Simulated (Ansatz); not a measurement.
ZrO2 (tetragonal-ZrO2 type, space group P4_2/nmc)

```xyz
6
Lattice="3.6210 0.0000 0.0000 0.0000 3.6210 0.0000 0.0000 0.0000 5.2829" Properties=species:S:1:pos:R:3 pbc="T T T"
Zr     0.0000     0.0000     0.0000
Zr     1.8105     1.8105     2.6415
O      0.0000     1.8105     1.0183
O      0.0000     1.8105     3.6598
O      1.8105     0.0000     1.6231
O      1.8105     0.0000     4.2646
```

In this cell atom 1 (Zr, nearest neighbour O at 2.077 Å; its periodic images, 3.6 Å or more away, move with it) is moved by s along Cartesian x, unit vector (1.000, 0.000, 0.000); all other atoms and the cell stay fixed.

The numbers are results of PBE (plane waves to 420 eV, PAW, scalar-relativistic; Ansatz, an electronic-structure program), not measurements. k mesh 7×7×5 (Γ-centred), Fermi-Dirac smearing 0.05 eV. Energies are smeared free energies. Stress and pressure are positive under compression. Left out: 4 of 11 points, with atoms too close for the PAW data. F∥ is the force on the atom along that direction. This is a high-temperature form of ZrO2. ZrO2 is run without spin polarisation. ZrO2 was relaxed with its symmetry unable to fall. ΔE is measured from the undisplaced structure.

| s (Å) | P (GPa) | ΔE (meV/cell) | F∥ (eV/Å) |
|---|---|---|---|
| -0.252 | [?] | 314 | 2.966 |
| -0.168 | 1.69 | 124 | 1.627 |
| -0.084 | [?] | 29 | 0.702 |
| 0.000 | 0.00 | 0 | 0.000 |
| 0.084 | [?] | 29 | -0.702 |
| 0.168 | 1.69 | 124 | -1.627 |
| 0.252 | [?] | 314 | -2.966 |

Complete the blanks.


- -0.252, P (GPa): 3.88
- -0.084, P (GPa): 0.42
- 0.084, P (GPa): 0.42
- 0.252, P (GPa): 3.88

(A displaced cell: forces are minus the slopes of the energy, force constants its curvatures, and phonons follow from these.)
